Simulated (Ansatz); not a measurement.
V, one cell by several methods

```
V
1.0
     0.00000    1.89500    1.89500
     1.89500    0.00000    1.89500
     1.89500    1.89500    0.00000
V
1
Direct
  0.00000 0.00000 0.00000
```

The cell is COD entry 1534881, as deposited and not checked against the literature; nothing was relaxed.

Methods: DFT, PBE, PAW with Ansatz's default frozen-core files, scalar-relativistic (Ansatz 0.2.0); DFT, PBE, all-electron PAW with datasets made for the crystal, scalar-relativistic (Ansatz 0.2.0); DFT, PBE, all-electron LAPW, scalar-relativistic (Ansatz 0.2.0).

For PAW: a Γ-centred 16×16×16 k mesh, Fermi–Dirac smearing of 0.05 eV, cutoff 420 eV, spin-polarised from start moments V 1.5 μB (the moments died away, and the run ended non-magnetic). The crystal-made all-electron datasets (AE datasets) take a cutoff of 260 eV at this cell. LAPW targets a basis error of 1 meV/atom. The Ansatz runs share mesh, smearing and spin set-up. Plane-wave (PAW) pressures include the program's estimate of the Pulay term.

Stress and pressure are positive in compression.

Levels count from the Fermi level.

| quantity | PAW | AE datasets | LAPW |
| --- | --- | --- | --- |
| pressure (GPa) | 3.92 | 3.90 | 3.90 |
| highest filled level at K (eV) | -2.006 | -2.006 | -2.006 |
| lowest empty level at K (eV) | 0.296 | 0.296 | 0.296 |
| highest filled level at L (eV) | -3.389 | -3.390 | -3.390 |
| lowest empty level at L (eV) | 0.040 | 0.041 | 0.041 |
| highest filled level at Γ (eV) | -6.888 | -6.890 | -6.890 |
| lowest empty level at Γ (eV) | 0.164 | 0.165 | 0.165 |
